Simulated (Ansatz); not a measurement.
## Mg5Se2: competing structures

Computed with Ansatz, DFT PBE, scalar-relativistic, plane waves, PAW. Settings: cutoff 420 eV, Γ-centred meshes spaced at most about 0.3 Å⁻¹, and about 0.25 Å⁻¹ or finer for metals (2π included), Gaussian smearing. No spin polarisation.

Energies over the elements count from the elements' standard structures at the same level, with no fitted energy shifts.

Temperature and zero-point effects are left out. Larger cells and other orderings weren't all tried, so the list isn't exhaustive. The reference form of Se is held partly by dispersion forces, which this level lacks.

Invented guesses were relaxed alike, and ends that match in structure were merged. ΔE counts from the first row. Coordination counts Mg atoms around Se (those within 1.25 times the shortest such distance or 1.15 times the sum of covalent radii; a plus sign parts nearer from farther groups). The ends were matched against large subsets of the Crystallography Open Database and the Materials Project, so a missing match doesn't prove that a structure is unreported.

```
#                             reached from  type and space group  atoms  Å³/atom  coordination  ΔE (meV/atom)  gap on mesh (eV)  in databases
1      a cell proposed by chemical analogy        R-3m (No. 166)      7     24.0          Se 6              0              0.00      no match
2      a cell proposed by chemical analogy       P-3m1 (No. 164)      7     24.0          Se 6             19              0.00      no match
3      a cell proposed by chemical analogy         C2/c (No. 15)     14     22.3          Se 7             73              0.00      no match
4  Rb2Te5 type (C2/m), changed on relaxing         Immm (No. 71)      7     24.0          Se 6             87              0.00      no match
5      a cell proposed by chemical analogy      I4/mmm (No. 139)      7     22.0        Se 5+4            141              0.00      no match
```

The lowest: Space group R-3m (No. 166), trigonal, a = 3.735 Å, c = 41.674 Å. Mg on a site of symmetry 3m has 3 Se at 2.70 Å and 3 Mg at 3.27 Å; Mg on a site of symmetry -3m is surrounded by 6 Se at 2.71 Å; around Mg on a second site of symmetry 3m lie 6 Mg at 3.26–3.27 Å and 6 Mg at 3.73 Å; Se has 6 Mg at 2.70–2.71 Å. Its energy over the elements is −0.55 eV/atom. A negative formation energy is needed for stability but isn't enough: competing phases decide. An observed structure of this formula, if there is one, may be missing.

```cif
data_structure
_symmetry_space_group_name_H-M 'R-3m:H'
_symmetry_Int_Tables_number 166
_cell_length_a 3.7349
_cell_length_b 3.7349
_cell_length_c 41.6737
_cell_angle_alpha 90.000
_cell_angle_beta 90.000
_cell_angle_gamma 120.000
_cell_volume 503.45
loop_
_atom_site_label
_atom_site_type_symbol
_atom_site_symmetry_multiplicity
_atom_site_Wyckoff_symbol
_atom_site_fract_x
_atom_site_fract_y
_atom_site_fract_z
_atom_site_occupancy
Mg1 Mg 6 c 0.66667 0.33333 0.92165 1
Mg2 Mg 3 a 0.00000 0.00000 0.00000 1
Mg3 Mg 6 c 0.33333 0.66667 0.80394 1
Se1 Se 6 c 0.33333 0.66667 0.96074 1
```

The second: Space group P-3m1 (No. 164), trigonal, a = 3.730 Å, c = 13.930 Å. Mg on a site of symmetry -3m has 6 Se at 2.71 Å; Mg on a site of symmetry 3m is surrounded by 3 Se at 2.71 Å and 3 Mg at 3.26 Å; around Mg on a second site of symmetry 3m lie 6 Mg at 3.26–3.27 Å, 6 Mg at 3.73 Å and 1 Se at 4.10 Å; around Se lie 6 Mg at 2.71 Å, 9 Se at 3.73–3.92 Å and 1 Mg at 4.10 Å. Counting Mg atoms around Se, the first and the second both have Se 6. Cells relaxed within their symmetry can be saddle points. Some types were kept out of the candidates beforehand, so the set may lack a known form.

The lowest structure is best read as a layered intergrowth of rocksalt-like MgSe slabs and Mg metal. Selenium takes two electrons per atom, and the many left over occupy Mg s–p states, so the zero gaps are expected. The shared in-plane repeat stretches the metal layers, whose Mg–Mg contacts of 3.73 Å are clearly longer than in elemental Mg.

The two trigonal forms differ in stacking. The first is cubic close-packed throughout, whereas the second places a metal-layer Mg directly over Se at 4.10 Å. The 19 meV/atom between them is probably the cost of this less favourable interface. Sixfold coordination of Se doesn't by itself secure a low energy, since the Immm form has it too yet lies above the sevenfold C2/c form.

The formation energy of −0.55 eV/atom probably reflects mainly the strong, largely ionic Mg–Se bonding, which MgSe offers without the strained metal layers. Separation into MgSe and Mg is therefore the likely outcome, though the mixture's energy isn't given here.
